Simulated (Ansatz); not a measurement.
## Ge: single point with PBE

The system is Ge.

```
CELL_PARAMETERS angstrom
-2.49590 2.65086 1.43695
2.49590 -2.65086 1.43695
2.49590 2.65086 -1.43695
ATOMIC_POSITIONS crystal
Ge 0.31406 0.06406 0.25000
Ge 0.68594 0.93594 0.75000
```

This isn't the form of Ge at room conditions, which is diamond.

```
Program             : Ansatz 0.2.0
Task                : single point
Functional          : PBE
Potentials or basis : all-electron LAPW, scalar-relativistic
Cutoff              : 252 eV (chosen from the basis error)
Basis error allowed : 0.001 eV/atom
k mesh              : 11 × 11 × 11
Occupations         : gaussian, width 0.1 eV
Spin                : no spin polarisation
```

| Property | Result |
| --- | --- |
| Pressure | 1.2 GPa |
| Largest force | 0.059 eV/Å |
| Band gap on the k mesh | none (metal or under the smearing width) |

Forces in eV/Å, atoms in the order of the input:
```
Ge   0.000  0.000  0.059
Ge   0.000  0.000 -0.059
```

Stress tensor (GPa, compression positive):
```
2.42 0.00 0.00
0.00 0.25 0.00
0.00 0.00 0.85
```

Levels at points of the mesh, in eV from the Fermi level:
| k point | band 20 | band 21 | band 22 | band 23 | band 24 | band 25 |
| --- | --- | --- | --- | --- | --- | --- |
| (0.00, 0.00, 0.00) | -3.84 | -2.37 | -1.92 | 3.44 | 6.94 | 7.16 |

It took 37 s on 1 thread of Intel(R) Xeon(R) Processor @ 2.70GHz, on a shared host, peak memory 0.58 GiB.
